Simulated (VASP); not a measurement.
Here is a VASP 6.6.1 calculation.

Contents of INCAR:

```
PREC     = Accurate       # precision mode
ENCUT    = 600            # plane-wave cutoff, eV
EDIFF    = 1E-6           # SCF threshold, eV
ISMEAR   = 0              # smearing method
SIGMA    = 0.03           # smearing width, eV
LREAL    = False          # projectors in reciprocal space
LASPH    = True           # aspherical terms in the spheres
NELM     = 80             # most SCF steps
ALGO     = Normal         # electronic algorithm
ISIF     = 3              # what is computed and relaxed
LWAVE    = False          # write WAVECAR
LCHARG   = False          # write CHGCAR
GGA      = MK             # functional
LUSE_VDW = True         
AGGAC    = 0.0          
PARAM1   = 0.1234       
PARAM2   = 0.711357     
ZAB_VDW  = -1.8867      
IBRION   = 2              # ionic algorithm
NSW      = 90             # ionic steps
EDIFFG   = -0.01          # ionic threshold
KPAR     = 2
```

File KPOINTS:

```
regular mesh
0
Gamma
  9 9 6
```

Contents of POSCAR:

```
Se
1.0
    4.3662000000      0.0000000000      0.0000000000
   -2.1831000000      3.7812401180      0.0000000000
    0.0000000000      0.0000000000      4.9536000000
Se
3
Direct
    0.2254000000      0.0000000000      0.3333333333
    0.0000000000      0.2254000000      0.6666666667
    0.7746000000      0.7746000000      0.0000000000
```

Potentials or basis: VASP PAW PBE potentials, release 64 (Se).

Run with:

```bash
$ cat potpaw_PBE.64/Se/POTCAR > POTCAR
$ mpirun -np 2 vasp_std > vasp.out
```

Task: Predict the band gap on the k mesh.

Result: 0.52 eV, direct.

Task: What does it give for the relaxed cell?

Result: a = 4.119 Å, b = 4.119 Å, c = 5.165 Å, α = 90.00°, β = 90.00°, γ = 120.00°.

Task: Estimate the relaxed volume.

Result: 25.29 Å³/atom.

Task: Estimate the space group after relaxing (to 0.05 Å).

Result: P3_121 (No. 152).

Final structure:
```
Se
1.0
     4.11877    0.00000    0.00000
    -2.05938    3.56696    0.00000
     0.00000    0.00000    5.16503
Se
3
Cartesian
  1.0124 0.0000 1.7217
  3.6126 0.8768 3.4434
  1.5532 2.6902 0.0000
```

Caveat: the PAW data sets were made with another functional, which shifts forces and pressure a little; an odd mesh through Γ misses points on the zone boundary, where band edges often lie.
